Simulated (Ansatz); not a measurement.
# MoS2 (P6_3/mmc) in Ansatz: further runs, part 2 of 2

Ansatz 0.2.0.

### 4 Born charges and dielectric tensor, PBEsol

Input file input.yaml:

```yaml
crystal:
  lattice:
    - [3.169, 0.0, 0.0]
    - [-1.5845, 2.7444345046, 0.0]
    - [0.0, 0.0, 12.324]
  atoms:
    - { symbol: Mo, position: [0.6666666667, 0.3333333333, 0.75] }
    - { symbol: Mo, position: [0.3333333333, 0.6666666667, 0.25] }
    - { symbol: S, position: [0.6666666667, 0.3333333333, 0.377] }
    - { symbol: S, position: [0.3333333333, 0.6666666667, 0.877] }
    - { symbol: S, position: [0.6666666667, 0.3333333333, 0.123] }
    - { symbol: S, position: [0.3333333333, 0.6666666667, 0.623] }
hamiltonian:
  xc: pbesol
  pseudopotentials: { kind: paw }
kpoints:
  mp_grid: { grid: [8, 8, 2] }
scf:
  occupations: { method: fixed }
output:
  eigenvalues: true
dielectric:
  method: response
```

Potentials or basis: Ansatz PAW.

Launch:

```bash
$ ansatz run input.yaml --threads 2 --pin off --max-ram 5632MiB --backend cpu --events-out ev --progress --plain --runs-dir out
```

Output:

```text
Warning: RAYON_NUM_THREADS=2 ignored (pool sized by the plan → 2); use --threads N
Engine: ansatz 0.2.0, aarch64-unknown-linux-gnu
Pseudopotentials: kind: paw
Pseudopotential: Mo, paw, valence charge 14, recommended cutoff 420 eV (normal), Mo.paw.azcp
Pseudopotential: S, paw, valence charge 6, recommended cutoff 420 eV (normal), S.paw.azcp
Functional definition: PBEsol
  exchange = pbesol_x
  correlation = pbesol_c
Crystal: 6 atoms, lattice volume = 107.183 Å³
Basis set: ecut = 420 eV, 2081 PW (Γ), exchange–correlation on 48×48×180 points (8 copies of the dense FFT grid, shifted against one another)
Bands: 32, of which v1, the nominal top of the filled ones, is band 26 counted from 1 (25 counted from 0)
Symmetry: 24 space group operations
k-points: 42 of 128 (irreducible under 2 space group operations, time reversal used)
Non-local potential: Mo, projectors of the file, l = 0: 3, l = 1: 2, l = 2: 2, l = 3: 1
Non-local potential: S, projectors of the file, l = 0: 2, l = 1: 2, l = 2: 2
PAW form: soft (Blöchl's): semilocal exchange-correlation on the pseudo side does not see the compensation charge
PAW frozen core: Mo, regenerated for the run's functional, and the local potential with it (the file was generated under x = pbe(κ = 0.804, μ = 0.2195149727645171), c = pbe(β = 0.06672455060314922))
PAW frozen core: S, regenerated for the run's functional, and the local potential with it (the file was generated under x = pbe(κ = 0.804, μ = 0.2195149727645171), c = pbe(β = 0.06672455060314922))
PAW one-centre angular grid: Mo, 590 points (default); XC on 64 Gauss nodes
PAW one-centre angular grid: S, 110 points (default); XC on 64 Gauss nodes
Initial density: superposition of atomic densities (neutral atoms: chi_scale 0, normalization atom), corrected by the library's trained network
Initial wavefunctions: pseudopotential atomic-orbital guess
Functional: x = pbesol(κ = 0.804, μ = 0.12345679012345678), c = pbesol(β = 0.046)
SCF iter   1: F=—  HF=-13340.308751 eV  |F-HF|=—  |Δ(HF+E_count)|=         —  Δρ=6.62e-3  dr2=3.24e-2  ethr=1.77e-3  ⟨swp⟩=5.0  Hψ=4897  notcnv=0  defer=132
preconditioner: auto → Resta (q_TF=auto, 2.418 Å⁻¹)  ε∞=8.7  [insulator: Δε(μ)=0.931 eV  Ē_g=7.732 eV  n_scr=26 (ndim 8)  ℏωp=21.5 eV  f_vac=0.016  ε∞_Penn≈8.7]
SCF iter   2: F=—  HF=-13340.311664 eV  |F-HF|=—  |Δ(HF+E_count)|=   2.91e-3  Δρ=3.59e-3  dr2=6.79e-3  ethr=6.24e-5  ⟨swp⟩=2.9  Hψ=2498  notcnv=0  defer=166
SCF iter   3: F=—  HF=-13340.313137 eV  |F-HF|=—  |Δ(HF+E_count)|=   1.47e-3  Δρ=1.67e-3  dr2=1.71e-3  ethr=1.31e-5  ⟨swp⟩=2.2  Hψ=1883  notcnv=0  defer=166
SCF iter   4: F=—  HF=-13340.313569 eV  |F-HF|=—  |Δ(HF+E_count)|=   4.31e-4  Δρ=1.82e-4  dr2=8.74e-5  ethr=3.29e-6  ⟨swp⟩=2.0  Hψ=2012  notcnv=0  defer=166
SCF iter   5: F=—  HF=-13340.313589 eV  |F-HF|=—  |Δ(HF+E_count)|=   2.06e-5  Δρ=5.06e-5  dr2=4.99e-6  ethr=1.68e-7  ⟨swp⟩=2.0  Hψ=1812  notcnv=0  defer=60
SCF iter   6: F=—  HF=-13340.313591 eV  |F-HF|=—  |Δ(HF+E_count)|=   1.10e-6  Δρ=1.27e-5  dr2=3.96e-7  ethr=9.59e-9  ⟨swp⟩=2.0  Hψ=1817  notcnv=0  defer=58
SCF iter   7: F=—  HF=-13340.313591 eV  |F-HF|=—  |Δ(HF+E_count)|=   3.21e-7  Δρ=3.42e-6  dr2=1.53e-8  ethr=7.61e-10  ⟨swp⟩=2.0  Hψ=1988  notcnv=0  defer=58
SCF iter   8: F=—  HF=-13340.313591 eV  |F-HF|=—  |Δ(HF+E_count)|=   1.65e-8  Δρ=5.77e-7  dr2=3.36e-10  ethr=2.95e-11  ⟨swp⟩=2.0  Hψ=1996  notcnv=0  defer=58
SCF iter   9: F=-13340.313591 eV  HF=-13340.313591 eV  |F-HF|=1.27e-11  |Δ(HF+E_count)|=  4.69e-10  Δρ=9.92e-8  dr2=1.15e-11  ethr=1.00e-12  ⟨swp⟩=8.6  Hψ=4865  notcnv=0
SCF 1 converged in 9 iterations: F = -13340.313591 eV  dr2 = 1.15e-11
NSCF: frozen V_eff on 2 k-points
DFPT response loops at Γ: preconditioner auto → Resta (q_TF=auto, 2.418 Å⁻¹)  ε∞=8.0 (no band partly filled); β = 1.00, the filter's whole step (`scf.mixing.beta` (0.50) is not read by the response loops at its default; to damp them type it under 1.00, their step now; it binds the ground state too); Broyden in place of MSR1
── the response to a field inside a basis, on 8×8×2 k-points: an SCF that follows is theirs, and a resumed run solves both again ──
Bands: 27, of which v1, the nominal top of the filled ones, is band 26 counted from 1 (25 counted from 0)
k-points: 20 of 128 (irreducible under 8 space group operations)
Initial density: handed on by an earlier stage of this run
Initial wavefunctions: pseudopotential atomic-orbital guess (no wavefunctions were taken with the density)
Eigensolver: Dense (20 Hₖ)
SCF iter   1: F=—  HF=-13340.255974 eV  |F-HF|=—  |Δ(HF+E_count)|=         —  Δρ=2.46e-4  dr2=1.52e-5  ethr=1.00e-1
preconditioner: auto → Resta (q_TF=auto, 2.418 Å⁻¹)  ε∞=10.3  [insulator: Δε(μ)=1.111 eV  Ē_g=7.071 eV  n_scr=26 (ndim 8)  ℏωp=21.5 eV  f_vac=0.013  ε∞_Penn≈10.3]
SCF iter   2: F=—  HF=-13340.255983 eV  |F-HF|=—  |Δ(HF+E_count)|=   9.38e-6  Δρ=1.36e-4  dr2=5.03e-6  ethr=2.92e-8
SCF iter   3: F=—  HF=-13340.255987 eV  |F-HF|=—  |Δ(HF+E_count)|=   4.20e-6  Δρ=2.06e-5  dr2=7.71e-7  ethr=9.66e-9
SCF iter   4: F=-13340.255987 eV  HF=-13340.255987 eV  |F-HF|=4.63e-9  |Δ(HF+E_count)|=   9.95e-8  Δρ=7.04e-6  dr2=4.72e-8  ethr=1.48e-9
SCF 1 converged in 4 iterations: F = -13340.255987 eV  dr2 = 4.72e-8
DFPT response loops at Γ: preconditioner auto → Resta (q_TF=auto, 2.418 Å⁻¹)  ε∞=7.3 (no band partly filled); β = 1.00, the filter's whole step (`scf.mixing.beta` (0.50) is not read by the response loops at its default; to damp them type it under 1.00, their step now; it binds the ground state too); Broyden in place of MSR1
SCF converged after 9 iterations
Free energy (F): -13340.313591 eV
Harris-Foulkes:  -13340.313591 eV  (|F-HF|=1.27e-11)
Internal energy: -13340.313591 eV  (E = F + TS)
E sigma→0 (E₀):  -13340.313591 eV
Fermi energy:    10.815226 eV
--- Per-component energies (eV) ---
  E_band       = -316.094961
  E_kinetic    = 1309.845046
  E_local      = -3925.039365  (includes V_loc(G=0)·N_el)
  E_nonlocal   = 402.654295
  E_hartree    = 1506.787966
  E_xc         = -750.419086
  E_vxc        = -807.938970  (∫ρ·V_xc dr)
  E_paw        = -8623.592471  (= ΣΔE_a)
  E_vpaw       = -309.191947  (= ΣTr[D̂ρ^β])
  E_aug_tail   = 0.000074  (compensation charges beyond the density's cutoff)
  E_ewald      = -3261.216446
  E_core_change = 0.666396  (= ΣΔE_core)
  E_smearing   = -0.000000  (= −TS)
  E_closure    = 0.000000  (closes the sum)
  Σ components = -13340.313591   (vs F -13340.313591, Δ=0.00e0)
--- Band table (eV; the first three rows and the last of 42) ---
  k-point 0: bands = ["-50.6145", "-50.6145", "-24.7963", "-24.7962", "-24.5647", "-24.5647", "-24.5647", "-24.5647", "-4.1425", "-3.8688", "-2.9174", "-2.4651", "3.9022", "4.9560", "7.2817", "7.5277", "7.5277", "7.5407", "7.5407", "8.6323", "8.6323", "8.6790", "8.6790", "9.6286", "9.6423", "10.8152", "12.9068", "12.9068", "12.9344", "12.9344", "13.0871", "13.0871"]
  k-point 1: bands = ["-50.6145", "-50.6145", "-24.7962", "-24.7962", "-24.5647", "-24.5647", "-24.5647", "-24.5647", "-4.0263", "-4.0263", "-2.6734", "-2.6734", "4.3457", "4.3457", "7.5340", "7.5340", "7.5340", "7.5340", "8.2224", "8.2224", "8.6557", "8.6557", "8.6557", "8.6557", "10.5463", "10.5463", "12.9123", "12.9123", "12.9123", "12.9123", "13.1827", "13.1827"]
  k-point 2: bands = ["-50.6086", "-50.6086", "-24.7847", "-24.7846", "-24.6237", "-24.6237", "-24.5781", "-24.5781", "-3.9074", "-3.6377", "-2.8049", "-2.3824", "4.1649", "5.2067", "6.8714", "7.0291", "7.0653", "7.7625", "7.7878", "7.8987", "8.2800", "8.3364", "8.7847", "9.6378", "9.7872", "10.3571", "12.5834", "12.6800", "12.8199", "12.8289", "12.9195", "13.0348"]
  k-point 41: bands = ["-50.5744", "-50.5744", "-24.8850", "-24.8850", "-24.7304", "-24.7304", "-24.7166", "-24.7166", "-2.1194", "-2.1194", "-1.8611", "-1.8611", "4.8990", "4.8990", "5.1605", "5.1605", "6.3039", "6.3039", "6.9590", "6.9590", "7.2533", "7.2533", "8.4634", "8.4634", "9.6082", "9.6082", "12.2781", "12.2781", "12.8790", "12.8790", "13.3647", "13.3647"]
--- Dielectric response (ions clamped): 3 representative field directions + reference, inside a basis on a mesh of 128 k-points (Σ response iterations 12) ---
  ε∞ (high-frequency dielectric tensor):
       15.372692    -0.000000    -0.000000
       -0.000000    15.372692     0.000000
       -0.000000     0.000000     6.647364
  Born effective charges Z* (e; rows j = field, columns β = displacement):
    site 0:
        -1.06557    0.00000   -0.00000
        -0.00000   -1.06557    0.00000
         0.00000   -0.00000   -0.70881
    site 1:
        -1.06557   -0.00000   -0.00000
        -0.00000   -1.06557   -0.00000
         0.00000   -0.00000   -0.70881
    site 2:
         0.53278    0.00000   -0.00000
         0.00000    0.53278    0.00000
        -0.00000    0.00000    0.35441
    site 3:
         0.53278    0.00000    0.00000
         0.00000    0.53278   -0.00000
        -0.00000   -0.00000    0.35441
    site 4:
         0.53278    0.00000    0.00000
         0.00000    0.53278   -0.00000
        -0.00000   -0.00000    0.35441
    site 5:
         0.53278    0.00000    0.00000
         0.00000    0.53278    0.00000
        -0.00000    0.00000    0.35441
  Z* charge neutrality: 2.002e-2 e pre-enforcement
  solved inside a basis spanned on kpoints, on 8×8×2 k-points, its susceptibility summed on 14×14×4: ε∞ is read to err by 8.9e-2, Z* by 2.1e-2 e (field_mesh: kpoints solves on kpoints); Z* is corrected for what the basis lacks
```

It took 2.1 min on 2 threads of Arm Neoverse N1, shared host; peak memory 0.96 GiB.

Results:

| Quantity | Value |
| --- | --- |
| Free energy | -13340.3136 eV |
| Band gap on the k mesh | 0.94 eV, indirect (least direct gap 1.93 eV) |
| Electronic dielectric tensor (diagonal) | 15.37, 15.37, 6.65 |
| Born charges (mean of the diagonal) | Mo -0.95; S +0.47 e |

Levels at points of the mesh, in eV from the valence-band top:
| k point | band 22 | band 23 | band 24 | band 25 | band 26 | band 27 | band 28 | band 29 | band 30 | band 31 |
| --- | --- | --- | --- | --- | --- | --- | --- | --- | --- | --- |
| (0.00, 0.00, 0.00) | -2.14 | -2.14 | -1.19 | -1.17 | 0.00 | 2.09 | 2.09 | 2.12 | 2.12 | 2.27 |
| (0.00, 0.00, -0.50) | -2.16 | -2.16 | -2.16 | -0.27 | -0.27 | 2.10 | 2.10 | 2.10 | 2.10 | 2.37 |
| (0.00, -0.50, 0.00) | -2.47 | -1.73 | -1.52 | -1.43 | -1.30 | 1.59 | 1.64 | 1.98 | 2.25 | 2.79 |
| (0.00, -0.50, -0.50) | -2.62 | -1.63 | -1.63 | -1.36 | -1.36 | 1.61 | 1.61 | 2.13 | 2.13 | 3.16 |
| (-0.50, 0.00, 0.00) | -2.47 | -1.73 | -1.52 | -1.43 | -1.30 | 1.59 | 1.64 | 1.98 | 2.25 | 2.79 |
| (-0.50, 0.00, -0.50) | -2.62 | -1.63 | -1.63 | -1.36 | -1.36 | 1.61 | 1.61 | 2.13 | 2.13 | 3.16 |

Electronic dielectric tensor:
```
15.37  0.00  0.00
 0.00 15.37  0.00
 0.00  0.00  6.65
```

Born effective charge tensors (e):
atom 1, Mo
```
-1.07  0.00  0.00
 0.00 -1.07  0.00
 0.00  0.00 -0.71
```
atom 2, Mo
```
-1.07  0.00  0.00
 0.00 -1.07  0.00
 0.00  0.00 -0.71
```
atom 3, S
```
0.53 0.00 0.00
0.00 0.53 0.00
0.00 0.00 0.35
```
atom 4, S
```
0.53 0.00 0.00
0.00 0.53 0.00
0.00 0.00 0.35
```
atom 5, S
```
0.53 0.00 0.00
0.00 0.53 0.00
0.00 0.00 0.35
```
atom 6, S
```
0.53 0.00 0.00
0.00 0.53 0.00
0.00 0.00 0.35
```

Caveat: this functional lacks dispersion, which binds the layers, so the pressure and a relaxed spacing across them are unreliable; the PAW data sets come from PBE, with cores solved anew for the run's functional, which leaves a small shift of forces and pressure.

### 5 Overview

| task | level | k mesh | cutoff (eV) | smearing | points for each segment of the path | gap on the mesh (eV) | pressure (GPa) | largest force (eV/Å) |
| --- | --- | --- | --- | --- | --- | --- | --- | --- |
| band structure | r2SCAN | 10 × 10 × 3 | 500 | fermi-dirac 0.05 eV | 14 | 1.03 | 0.8 | 0.24 |
| band structure | PBE | 10 × 10 × 3 | 420 | fermi-dirac 0.05 eV | 14 | 0.93 | 2.0 | 0.07 |
| Born charges and dielectric tensor | PBEsol | 8 × 8 × 2 | 420 | fixed | - | 0.94 | - | - |

Alike in all rows: potentials or basis Ansatz PAW; no spin polarisation; cell as given.

On the cell as given the gap runs from 0.88 eV (PBE) to 0.99 eV (r2SCAN); the meshes differ, which moves gaps too.

Caveats: the PAW data sets come from PBE, with cores solved anew for the run's functional, which leaves a small shift of forces and pressure (some runs); this functional lacks dispersion, which binds the layers, so the pressure and a relaxed spacing across them are unreliable (some runs).

Total energies depend on the potentials used, so only differences within one code and one set of settings carry meaning.

### 6 Against experiment

Step 2. A measured gap of MoS2 is 1.3 eV (indirect; 300 K; “Multiwavelength excitation Raman Scattering Analysis of bulk and 2 dimensional MoS2: Vibrational properties of atomically thin MoS2 layers”, 2015, arxiv:1506.03228); the calculated 0.99 eV misses it by -0.31 eV. Spin-orbit coupling on Mo is left out. The value is that of r2SCAN, without temperature or zero-point motion.

Step 3. Measured gap of MoS2: 1.3 eV (indirect; 300 K; “Multiwavelength excitation Raman Scattering Analysis of bulk and 2 dimensional MoS2: Vibrational properties of atomically thin MoS2 layers”, 2015, arxiv:1506.03228). This calculation gives 0.88 eV (-0.42 eV). Spin-orbit coupling on Mo is left out. The value is that of PBE, without temperature or zero-point motion. Semilocal functionals fall short of measured gaps as a rule.

Step 4. Against the measured gap of MoS2, 1.3 eV (indirect; 300 K; “Multiwavelength excitation Raman Scattering Analysis of bulk and 2 dimensional MoS2: Vibrational properties of atomically thin MoS2 layers”, 2015, arxiv:1506.03228), the calculated 0.94 eV is off by -0.36 eV. Spin-orbit coupling on Mo is left out. The value is that of PBEsol on a finite k mesh, which can miss the band edges, without temperature or zero-point motion. Semilocal functionals fall short of measured gaps as a rule.
